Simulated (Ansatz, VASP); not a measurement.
**Ti: VASP beside Ansatz**

```
Ti
1.0
     0.00000    2.05623    2.05623
     2.05623    0.00000    2.05623
     2.05623    2.05623    0.00000
Ti
1
Direct
  0.00000 0.00000 0.00000
```

Alike in both runs: task single point; functional PBE; k mesh 18 × 18 × 18; occupations gaussian, width 0.05 eV; non-collinear spin, spin-orbit coupling.

|  | VASP | Ansatz |
| --- | --- | --- |
| version | VASP 6.6.1 | Ansatz 0.2.0 |
| potentials or method | VASP PAW PBE potentials, release 64 (Ti_sv) | plane waves, PAW |
| plane-wave cutoff (eV) | 520 | 600 |
| valence electrons in the cell | 12 | 12 |

Ansatz gave:

* gap on the k mesh at the Fermi level (eV): none
* pressure (GPa): 0.0
* net moment per atom (μB): 0.00

Question: Estimate VASP's values.

Answer: gap on the k mesh at the Fermi level (eV): none; pressure (GPa): -0.4; net moment per atom (μB): 0.00.

A gap of «none» marks a metal or a gap that the smearing closes.
